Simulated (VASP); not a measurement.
MoS2: relaxation of cell and atoms with PBE

MoS2, a slab with vacuum:

```
S Mo
1.0
     3.16900    0.00000    0.00000
    -1.58450    2.74443    0.00000
     0.00000    0.00000   21.13030
S Mo
2 1
Cartesian
  0.0000 1.8296 9.0000
  0.0000 1.8296 12.1303
  1.5845 0.9148 10.5651
```

- Program: VASP 6.6.1
- Task: relaxation of cell and atoms
- Functional: PBE
- Potentials or basis: VASP PAW PBE potentials, release 64 (S, Mo_sv)
- Cutoff: 600 eV
- k mesh: 12 × 12 × 1
- Occupations: gaussian, width 0.03 eV
- Spin: no spin polarisation
- Further INCAR settings: ALGO = Normal; EDIFF = 1e-06; IBRION = 2; EDIFFG = -0.01; NSW = 90; ISIF = 3

```json
{"Relaxed volume": "61.81 Å³/atom", "Relaxed cell": "a = 3.183 Å, b = 3.183 Å, c = 21.130 Å, α = 90.00°, β = 90.00°, γ = 120.00°", "Space group after relaxing (to 0.05 Å)": "P-6m2 (No. 187)", "Energy gained by relaxing": "0.7 meV/atom", "Ionic steps": "8", "Largest force after relaxing": "0.003 eV/Å", "Band gap on the k mesh": "1.67 eV, indirect (least direct gap 1.68 eV)"}
```

Forces in eV/Å, atoms in the order of the input:
```
S    0.000  0.000 -0.003
S    0.000  0.000  0.003
Mo   0.000  0.000  0.000
```

Step by step:
```tsv
step	energy change (eV)	largest force (eV/Å)	pressure (GPa)	volume (Å³)
1	0.0000	0.0391	0.30	183.77
2	-0.0003	0.1400	-0.36	186.53
3	-0.0018	0.0547	-0.05	185.20
4	-0.0018	0.0526	-0.06	185.17
5	-0.0014	0.0072	0.13	184.47
6	-0.0018	0.0509	-0.03	185.14
7	-0.0020	0.0188	-0.01	185.31
8	-0.0020	0.0032	0.01	185.43
```

Final structure:
```yaml
crystal:
  lattice:
    - [3.18330, 0.00000, 0.00000]
    - [-1.59165, 2.75682, 0.00000]
    - [0.00000, 0.00000, 21.13030]
  atoms:
    - { symbol: S, position: [0.33333, 0.66667, 0.42606] }
    - { symbol: S, position: [0.33333, 0.66667, 0.57394] }
    - { symbol: Mo, position: [0.66667, 0.33333, 0.50000] }
```

Levels at points of the mesh, in eV from the valence-band top:
```csv
k point,band 9,band 10,band 11,band 12,band 13,band 14,band 15,band 16,band 17
"(0.00, 0.00, 0.00)",-2.60,-1.77,-1.50,-1.50,0.00,2.77,2.77,3.01,3.01
"(0.50, 0.00, 0.00)",-4.06,-3.15,-1.87,-0.97,-0.62,2.25,2.76,3.88,4.31
```

Run time: 100 s on 4 MPI ranks on AMD EPYC 9R45 (Zen 5), with other jobs on the host, peak memory 0.42 GiB a rank.

Expect the measured gap to be larger: semilocal functionals such as PBE lack the derivative discontinuity. PBE usually gives volumes a little too large and moduli too small.
